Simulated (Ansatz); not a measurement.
## CdF₂, one cell by several methods

```
Cd F
1.0
     3.55338    0.00000    0.00000
    -1.77669    3.07731    0.00000
     0.00000    0.00000    4.96595
Cd F
1 2
Direct
  0.00000 0.00000 0.00000
  0.33333 0.66667 0.20034
  0.66667 0.33333 0.79966
```

Atom numbers follow the list: Cd1, F2, F3.

The cell was built from the CdI2 type and relaxed in the same program, and has space group P-3m1; it needn't be a known or the stable phase.

Methods: DFT, PBE, PAW with Ansatz's default frozen-core files, scalar-relativistic (Ansatz 0.2.0); DFT, PBE, all-electron PAW with datasets made for the crystal, scalar-relativistic (Ansatz 0.2.0); DFT, PBE, all-electron LAPW, scalar-relativistic (Ansatz 0.2.0).

For PAW: a Γ-centred 13×13×7 k mesh, Fermi–Dirac smearing of 0.05 eV, cutoff 420 eV, no spin polarisation. The crystal-made all-electron datasets (AE datasets) take a cutoff of 320 eV at this cell. LAPW targets a basis error of 0.5 meV/atom. The Ansatz runs share mesh, smearing and spin set-up. Plane-wave (PAW) pressures include the program's estimate of the Pulay term.

Stress and pressure are positive in compression.

No spin–orbit coupling: at heavy atoms the gradients can be off by tens of per cent for that reason.

Levels count from the top of the valence band.

| quantity | PAW | AE datasets | LAPW |
| --- | --- | --- | --- |
| pressure (GPa) | 0.01 | 0.03 | 0.03 |
| band gap (eV) | 3.433 | 3.432 | 3.432 |
| highest filled level at Γ (eV) | -0.027 | -0.027 | -0.027 |
| lowest empty level at Γ (eV) | 3.433 | 3.432 | 3.432 |
| highest filled level at K (eV) | -0.355 | -0.353 | -0.353 |
| lowest empty level at K (eV) | 7.659 | 7.661 | 7.661 |
| highest filled level at L (eV) | -0.051 | -0.049 | -0.050 |
| lowest empty level at L (eV) | 7.452 | 7.454 | 7.454 |
| field gradient Vzz at Cd1 (10²¹ V/m²) | 8.98 | 8.95 | – |
| field gradient Vzz at F2 (10²¹ V/m²) | -4.41 | -4.38 | – |

PAW's pressure differs from the LAPW value by -0.02 GPa. Datasets made for the crystal and LAPW share parts of one code, so their agreement isn't an independent check.
